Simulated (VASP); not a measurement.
# BN (P6_3mc) in VASP: notebook

One crystal, BN, is run at these levels: PBEsol; tasks: single point, relaxation of cell and atoms.

All numbers are computed with VASP 6.6.1; they aren't measurements. Logs are shortened: lines on timing, memory, paths and dates and some standing lists are left out, and cuts for length are marked.

### 1 Starting point

It takes space group P6_3mc (No. 186, hexagonal). The conventional cell has a = 2.541 Å, b = 2.541 Å, c = 4.203 Å, α = 90.00°, β = 90.00°, γ = 120.00°. B (site symmetry 3m) has 4 N at 1.56 to 1.57 Å as nearest neighbours. Around N (site symmetry 3m) lie 4 B at 1.56 to 1.57 Å.

Measurements of this composition are mostly on another form, of space group No. 194.

### 2 Single point, PBEsol

INCAR

```
PREC = Accurate
ENCUT = 520
EDIFF = 1E-7
ISMEAR = 0
SIGMA = 0.02
LREAL = False
LASPH = True
NELM = 100
ALGO = Fast
ISIF = 2
LWAVE = False
LCHARG = False
GGA = PS
NBANDS = 16
```

KPOINTS

```
regular mesh
0
Gamma
  12 12 6
```

POSCAR

```
BN
1.0
    2.5405666191      0.0000000000      0.0000000000
   -1.2702833096      2.2001952322      0.0000000000
    0.0000000000      0.0000000000      4.2026461249
B N
2 2
Direct
    0.3333333333      0.6666666667     -0.0002367525
    0.6666666667      0.3333333333      0.4997632475
    0.3333333333      0.6666666667      0.3742367525
    0.6666666667      0.3333333333      0.8742367525
```

Potentials or basis: VASP PAW PBE potentials, release 64 (B, N).

Run with:

```bash
> cat potpaw_PBE.64/B/POTCAR potpaw_PBE.64/N/POTCAR > POTCAR
> mpirun -np 1 vasp_std > vasp.out
```

OUTCAR:

```text
PREC = Accurate
   ENCUT = 520
   EDIFF = 1E-7
   ISMEAR = 0
   LREAL = False
   LASPH = True
   NELM = 100
   ISIF = 2
   GGA = PS

 ion  position               nearest neighbor table
   1  0.333  0.667  1.000-   4 1.56   4 1.56   4 1.56   3 1.57
   2  0.667  0.333  0.500-   3 1.56   3 1.56   3 1.56   4 1.57
   3  0.333  0.667  0.374-   2 1.56   2 1.56   2 1.56   1 1.57
   4  0.667  0.333  0.874-   1 1.56   1 1.56   1 1.56   2 1.57

  LATTYP: Found a hexagonal cell.
 ALAT       =     2.5405666191
 C/A-ratio  =     1.6542160687

  Lattice vectors:

 A1 = (   2.5405666191,   0.0000000000,   0.0000000000)
 A2 = (  -1.2702833096,   2.2001952322,   0.0000000000)
 A3 = (   0.0000000000,   0.0000000000,   4.2026461249)

Analysis of symmetry for initial positions (statically):
=====================================================================
 Subroutine PRICEL returns:
 Original cell was already a primitive cell.

 Routine SETGRP: Setting up the symmetry group for a
 hexagonal supercell.

 Subroutine GETGRP returns: Found 12 space group operations
 (whereof  6 operations were pure point group operations)
 out of a pool of 24 trial point group operations.

The static configuration has the point symmetry C_3v.
 The point group associated with its full space group is C_6v.

Analysis of symmetry for dynamics (positions and initial velocities):
=====================================================================
 Subroutine PRICEL returns:
 Original cell was already a primitive cell.

 Routine SETGRP: Setting up the symmetry group for a
 hexagonal supercell.

 Subroutine GETGRP returns: Found 12 space group operations
 (whereof  6 operations were pure point group operations)
 out of a pool of 24 trial point group operations.

The dynamic configuration has the point symmetry C_3v.
 The point group associated with its full space group is C_6v.

 Subroutine INISYM returns: Found 12 space group operations
 (whereof  6 operations are pure point group operations),
 and found     1 'primitive' translations

----------------------------------------------------------------------------------------

                                     Primitive cell

  volume of cell :      23.4917

  direct lattice vectors                    reciprocal lattice vectors
     2.540566619  0.000000000  0.000000000     0.393612981  0.227252560  0.000000000
    -1.270283310  2.200195232  0.000000000     0.000000000  0.454505121  0.000000000
     0.000000000  0.000000000  4.202646125     0.000000000  0.000000000  0.237945325

  length of vectors
     2.540566619  2.540566619  4.202646125     0.454505121  0.454505121  0.237945325

  position of ions in fractional coordinates (direct lattice)
     0.333333333  0.666666667  0.999763247
     0.666666667  0.333333333  0.499763247
     0.333333333  0.666666667  0.374236753
     0.666666667  0.333333333  0.874236753

  ion indices of the primitive-cell ions
   primitive index   ion index
                 1           1
                 2           2
                 3           3
                 4           4

----------------------------------------------------------------------------------------

 KPOINTS: regular mesh

Automatic generation of k-mesh.
 Grid dimensions read from file:
 generate k-points for:   12   12    6

 Generating k-lattice:

  Cartesian coordinates                     Fractional coordinates (reciprocal lattice)
     0.032801082  0.018937713  0.000000000     0.083333333 -0.000000000  0.000000000
     0.000000000  0.037875427  0.000000000     0.000000000  0.083333333  0.000000000
     0.000000000  0.000000000  0.039657554     0.000000000  0.000000000  0.166666667

  Length of vectors
     0.037875427  0.037875427  0.039657554

  Shift w.r.t. Gamma in fractional coordinates (k-lattice)
     0.000000000  0.000000000  0.000000000

 Subroutine IBZKPT returns following result:
 ===========================================

 Found     76 irreducible k-points:

 Following reciprocal coordinates:
            Coordinates               Weight
  0.000000  0.000000  0.000000      1.000000
  0.083333  0.000000  0.000000      6.000000
  0.166667  0.000000  0.000000      6.000000
  0.250000  0.000000  0.000000      6.000000
  0.333333  0.000000  0.000000      6.000000
  0.416667  0.000000  0.000000      6.000000
[... 16 lines left out ...]
  0.250000  0.000000  0.166667     12.000000
  0.333333  0.000000  0.166667     12.000000
 [... further k-points ...]
   k-points           NKPTS =     76   k-points in BZ     NKDIM =     76   number of bands    NBANDS=     16
   number of dos      NEDOS =    301   number of ions     NIONS =      4
   total plane-waves  NPLWV =  12800
   dimension x,y,z NGX =    20 NGY =   20 NGZ =   32
   dimension x,y,z NGXF=    40 NGYF=   40 NGZF=   64
   ions per type =               2   2
   NGX,Y,Z   is equivalent  to a cutoff of  13.09, 13.09, 12.66 a.u.
   NGXF,Y,Z  is equivalent  to a cutoff of  26.17, 26.17, 25.32 a.u.
[... 122 lines left out ...]
      5       2.0276      2.00000
      6       3.0967      2.00000
[... 8 lines left out ...]
     15      23.4493      0.00000
     16      24.0379      0.00000

 k-point     6 :       0.4167    0.0000    0.0000
  band No.  band energies     occupation
      1      -9.4635      2.00000
      2      -7.1507      2.00000
      3      -1.8024      2.00000
      4      -0.1872      2.00000
      5       0.5851      2.00000
      6       2.6860      2.00000
[... 8 lines left out ...]
     15      23.6832      0.00000
     16      25.0784      0.00000

 k-point     7 :       0.5000    0.0000    0.0000
  band No.  band energies     occupation
      1      -8.7331      2.00000
      2      -7.4540      2.00000
      3      -1.9954      2.00000
      4      -0.2824      2.00000
      5       0.6042      2.00000
      6       2.5445      2.00000
[... 8 lines left out ...]
     15      23.9663      0.00000
     16      25.4554      0.00000

 k-point     8 :       0.0833    0.0833    0.0000
  band No.  band energies     occupation
      1     -12.4482      2.00000
      2      -8.3279      2.00000
      3      -3.0239      2.00000
      4       3.7001      2.00000
      5       4.4683      2.00000
      6       6.1827      2.00000
[... 8 lines left out ...]
     15      20.9264      0.00000
     16      23.1015      0.00000

 k-point     9 :       0.1667    0.0833    0.0000
  band No.  band energies     occupation
      1     -11.8518      2.00000
      2      -7.9078      2.00000
      3      -2.4362      2.00000
      4       2.0250      2.00000
      5       3.4201      2.00000
      6       4.8592      2.00000
[... 8 lines left out ...]
     15      22.2129      0.00000
     16      22.8721      0.00000
[... 172 lines left out ...]
 k-point    19 :       0.3333    0.3333    0.0000
  band No.  band energies     occupation
      1      -7.5037      2.00000
      2      -7.5037      2.00000
      3      -1.8106      2.00000
      4       0.3415      2.00000
      5       0.3415      2.00000
      6       2.0603      2.00000
[... 8 lines left out ...]
     15      22.7705      0.00000
     16      22.7705      0.00000

 k-point    20 :       0.0000    0.0000    0.1667
  band No.  band energies     occupation
      1     -12.7363      2.00000
      2      -9.2601      2.00000
      3      -2.5913      2.00000
      4       5.5654      2.00000
      5       5.5654      2.00000
      6       6.4073      2.00000
[... 8 lines left out ...]
     15      19.1732      0.00000
     16      23.3090      0.00000

 k-point    21 :       0.0833    0.0000    0.1667
  band No.  band energies     occupation
      1     -12.5843      2.00000
      2      -9.1333      2.00000
      3      -2.4551      2.00000
      4       4.8714      2.00000
      5       5.2821      2.00000
      6       6.2340      2.00000
[... 8 lines left out ...]
     15      19.6193      0.00000
     16      23.1882      0.00000

 k-point    22 :       0.1667    0.0000    0.1667
  band No.  band energies     occupation
      1     -12.1330      2.00000
      2      -8.7664      2.00000
      3      -2.0602      2.00000
      4       3.2082      2.00000
      5       4.6164      2.00000
      6       5.1485      2.00000
[... 8 lines left out ...]
     15      20.7742      0.00000
     16      22.8443      0.00000

 k-point    23 :       0.2500    0.0000    0.1667
  band No.  band energies     occupation
      1     -11.4001      2.00000
      2      -8.2116      2.00000
      3      -1.4826      2.00000
      4       1.2864      2.00000
      5       3.3712      2.00000
      6       3.8703      2.00000
[... 8 lines left out ...]
     15      22.2510      0.00000
     16      23.0971      0.00000

 k-point    24 :       0.3333    0.0000    0.1667
  band No.  band energies     occupation
      1     -10.4281      2.00000
      2      -7.6129      2.00000
      3      -1.3314      2.00000
      4       0.1326      2.00000
      5       1.5697      2.00000
      6       3.2420      2.00000
[... 8 lines left out ...]
     15      23.6498      0.00000
     16      23.9082      0.00000

 [... further k-points ...]
[... 5 lines left out ...]
  --------------------------------------------------------------------------------------
  -------------------------------------------------------------------------------------
  Total        0.1211068      0.1211068      0.1093305     -0.0000000      0.0000000     -0.0000000
  in kB        8.2597026      8.2597027      7.4565404     -0.0000000      0.0000000     -0.0000000
  external PRESSURE =       7.9919819 kB  Pullay stress =       0.0000000 kB

 VOLUME and BASIS-vectors are now :
 -----------------------------------------------------------------------------
  energy-cutoff  :      520.00
  volume of cell :       23.49
      direct lattice vectors                 reciprocal lattice vectors
     2.540566619  0.000000000  0.000000000     0.393612981  0.227252560  0.000000000
    -1.270283310  2.200195232  0.000000000     0.000000000  0.454505121  0.000000000
     0.000000000  0.000000000  4.202646125     0.000000000  0.000000000  0.237945325

 POSITION                                       TOTAL-FORCE (eV/Angst)
 -----------------------------------------------------------------------------------
     -0.00000      1.46680      4.20165         0.000000     -0.000000      0.004152
      1.27028      0.73340      2.10033        -0.000000     -0.000000      0.004152
     -0.00000      1.46680      1.57278         0.000000      0.000000     -0.004152
      1.27028      0.73340      3.67411        -0.000000     -0.000000     -0.004152
 -----------------------------------------------------------------------------------
    total drift:                               -0.000000     -0.000000     -0.000182

  FREE ENERGIE OF THE ION-ELECTRON SYSTEM (eV)
  ---------------------------------------------------
  free  energy   TOTEN  =       -36.6257152014 eV

  energy  without entropy=      -36.6257152014  energy(sigma->0) =      -36.62571520
```

It took 15 s on 1 thread of Intel Xeon Platinum 8559C (Emerald Rapids), shared host; peak memory 0.14 GiB.

What came out:

```
Free energy            : -36.6257 eV
Pressure               : 0.8 GPa
Largest force          : 0.004 eV/Å
Band gap on the k mesh : 4.95 eV, indirect (least direct gap 8.23 eV)
```

Forces in eV/Å, atoms in the order of the input:
```
B    0.000  0.000  0.004
B    0.000  0.000  0.004
N    0.000  0.000 -0.004
N    0.000  0.000 -0.004
```

Levels at points of the mesh, in eV from the valence-band top:
```tsv
k point	band 4	band 5	band 6	band 7	band 8	band 9	band 10	band 11	band 12	band 13
(0.00, 0.00, 0.00)	-2.15	-2.15	-0.28	0.00	0.00	8.33	8.33	8.57	9.55	10.78
(0.50, 0.00, 0.00)	-7.88	-6.99	-5.05	-4.51	-2.14	6.58	7.82	10.55	11.44	12.95
(0.00, 0.00, 0.50)	-5.78	-1.19	-1.19	-1.19	-1.19	9.48	9.48	9.89	9.89	9.89
(0.50, 0.00, 0.50)	-10.14	-3.82	-3.82	-3.62	-3.62	6.46	6.46	9.97	9.97	14.28
```

Caveat: the PAW data sets were made with another functional, which shifts forces and pressure a little. A hybrid or GW would open this gap; PBEsol tends to underestimate it.

### 3 Relaxation of cell and atoms, PBEsol

This run uses another cell than the first one, of 5.93 Å³/atom, 1.009 times its volume.

INCAR

```
SYSTEM = BN
ALGO = Normal
EDIFF = 1E-6
EDIFFG = -0.002
ENCUT = 600
GGA = PS
IBRION = 2
ISIF = 3
ISMEAR = 0
LASPH = .True.
LCHARG = .False.
LREAL = .False.
LWAVE = .False.
NELM = 100
NSW = 100
PREC = Accurate
SIGMA = 0.02
```

KPOINTS

```
k-points
0
Gamma
  12 12 6
  0 0 0
```

POSCAR

```
BN
1.0
    2.5500000000      0.0000000000      0.0000000000
   -1.2750000000      2.2083647797      0.0000000000
    0.0000000000      0.0000000000      4.2100000000
B N
2 2
Direct
    0.3333333333      0.6666666667      0.0000000000
    0.6666666667      0.3333333333      0.5000000000
    0.3333333333      0.6666666667      0.3740000000
    0.6666666667      0.3333333333      0.8740000000
```

Potentials or basis: VASP PAW PBE potentials, release 64 (B, N).

Run with:

```bash
> cat potpaw_PBE.64/B/POTCAR potpaw_PBE.64/N/POTCAR > POTCAR
> mpirun -np 1 vasp_std > vasp.out
```

Wall time 44 s (1 thread of Intel Xeon Platinum 8559C (Emerald Rapids), shared host); peak memory 0.15 GiB.

The run converged. Its results:

```yaml
Free_energy: -36.6341 eV
Relaxed_volume: 5.88 Å³/atom
Relaxed_cell: a = 2.542 Å, b = 2.542 Å, c = 4.204 Å, α = 90.00°, β = 90.00°, γ = 120.00°
Space_group_after_relaxing_to_0.05_Å: P6_3mc (No. 186)
Energy_gained_by_relaxing: 0.5 meV/atom
Ionic_steps: 11
Pressure_after_relaxing: 0.0 GPa
Band_gap_on_the_k_mesh: 4.95 eV, indirect (least direct gap 8.22 eV)
```

The path:
| step | energy change (eV) | largest force (eV/Å) | pressure (GPa) | volume (Å³) |
| --- | --- | --- | --- | --- |
| 1 | 0.0000 | 0.0530 | -3.01 | 23.71 |
| 2 | 0.0003 | 0.0869 | 3.33 | 23.33 |
| 3 | -0.0020 | 0.0133 | -0.03 | 23.52 |
| 4 | -0.0020 | 0.0146 | 0.02 | 23.52 |
| 5 | -0.0020 | 0.0123 | 0.11 | 23.51 |
| 6 | -0.0020 | 0.0006 | 0.10 | 23.52 |
| 7 | -0.0020 | 0.0016 | 0.08 | 23.52 |
| 8 | -0.0020 | 0.0010 | 0.08 | 23.52 |
| 9 | -0.0020 | 0.0006 | 0.08 | 23.52 |
| 10 | -0.0020 | 0.0011 | -0.05 | 23.53 |
| 11 | -0.0020 | 0.0004 | -0.02 | 23.52 |

Final structure:
```
CELL_PARAMETERS angstrom
2.54171 0.00000 0.00000
-1.27086 2.20119 0.00000
0.00000 0.00000 4.20426
ATOMIC_POSITIONS crystal
B 0.33333 0.66667 0.99978
B 0.66667 0.33333 0.49978
N 0.33333 0.66667 0.37422
N 0.66667 0.33333 0.87422
```

Levels at points of the mesh, in eV from the valence-band top:
| k point | band 6 | band 7 | band 8 | band 9 | band 10 | band 11 |
| --- | --- | --- | --- | --- | --- | --- |
| (0.00, 0.00, 0.00) | -0.28 | 0.00 | 0.00 | 8.32 | 8.32 | 8.57 |
| (0.50, 0.00, 0.00) | -5.05 | -4.51 | -2.13 | 6.57 | 7.82 | 10.54 |
| (0.00, 0.00, 0.50) | -1.19 | -1.19 | -1.19 | 9.47 | 9.47 | 9.89 |
| (0.50, 0.00, 0.50) | -3.81 | -3.61 | -3.61 | 6.46 | 6.46 | 9.96 |

Caveat: the PAW data sets were made with another functional, which shifts forces and pressure a little. A k mesh can miss the band edges.

### 4 Single point, PBEsol (polar distortion scaled by 0.70)

INCAR

```
ALGO     = Normal         # electronic algorithm
EDIFF    = 1E-7           # SCF threshold, eV
ENCUT    = 520            # plane-wave cutoff, eV
GGA      = PS             # functional
ISIF     = 2              # what is computed and relaxed
ISMEAR   = 0              # smearing method
LASPH    = T              # aspherical terms in the spheres
LCHARG   = F              # write CHGCAR
LREAL    = F              # projectors in reciprocal space
LWAVE    = F              # write WAVECAR
NBANDS   = 16             # bands
NELM     = 100            # most SCF steps
PREC     = Accurate       # precision mode
SIGMA    = 0.01           # smearing width, eV
```

KPOINTS

```
k-points
0
Gamma
  12 12 6
```

POSCAR

```
BN
1.0
    2.5405666191      0.0000000000      0.0000000000
   -1.2702833096      2.2001952322      0.0000000000
    0.0000000000      0.0000000000      4.2026461249
B N
2 2
Direct
    0.3333333333      0.6666666667     -0.0190657268
    0.6666666667      0.3333333333      0.4809342732
    0.3333333333      0.6666666667      0.3930657268
    0.6666666667      0.3333333333      0.8930657268
```

Run with:

```bash
> cat potpaw_PBE.64/B/POTCAR potpaw_PBE.64/N/POTCAR > POTCAR
> mpirun -np 1 vasp_std > vasp.out
```

It took 14 s on 1 thread of Intel Xeon Platinum 8559C (Emerald Rapids), shared host; peak memory 0.14 GiB.

The run converged. Its results:

| Item | Value |
| --- | --- |
| Free energy | -36.1703 eV |
| Pressure | 8.0 GPa |
| Largest force | 2.428 eV/Å |
| Band gap on the k mesh | 4.94 eV, indirect (least direct gap 6.76 eV) |

Forces in eV/Å, atoms in the order of the input:
```
B    0.000  0.000  2.428
B    0.000  0.000  2.428
N    0.000  0.000 -2.428
N    0.000  0.000 -2.428
```

Stress tensor (GPa, compression positive):
```
 5.71  0.00  0.00
 0.00  5.71  0.00
 0.00  0.00 12.58
```

Levels at points of the mesh, in eV from the valence-band top:
| k point | band 6 | band 7 | band 8 | band 9 | band 10 | band 11 |
| --- | --- | --- | --- | --- | --- | --- |
| (0.00, 0.00, 0.00) | -1.74 | -1.74 | 0.00 | 6.76 | 7.68 | 7.68 |
| (0.50, 0.00, 0.00) | -6.47 | -4.39 | -4.07 | 5.52 | 6.89 | 10.19 |
| (0.00, 0.00, 0.50) | -2.70 | -2.70 | -2.70 | 8.36 | 8.36 | 8.91 |
| (0.50, 0.00, 0.50) | -5.41 | -3.67 | -3.67 | 5.04 | 5.04 | 8.22 |

Caveat: the PAW data sets were made with another functional, which shifts forces and pressure a little.

### 5 Overview

```csv
task,cell,cutoff (eV),smearing,gap on the mesh (eV),pressure (GPa)
single point,"P6_3mc, 5.87 Å³/atom",520,gaussian 0.02 eV,4.95,0.8
relaxation of cell and atoms,relaxed,600,gaussian 0.02 eV,4.95,0.0
single point,polar distortion scaled by 0.70,520,gaussian 0.01 eV,4.94,8.0
```

Some of these runs hold the atoms at other places in the same cell, which the table doesn't show; runs alike in all that it shows share one row.

Alike in all rows: level PBEsol; potentials or basis VASP PAW PBE potentials, release 64 (B, N); no spin polarisation; k mesh 12 × 12 × 6.

Caveats: the PAW data sets were made with another functional, which shifts forces and pressure a little.

Total energies depend on the potentials used, so only differences within one code and one set of settings carry meaning.
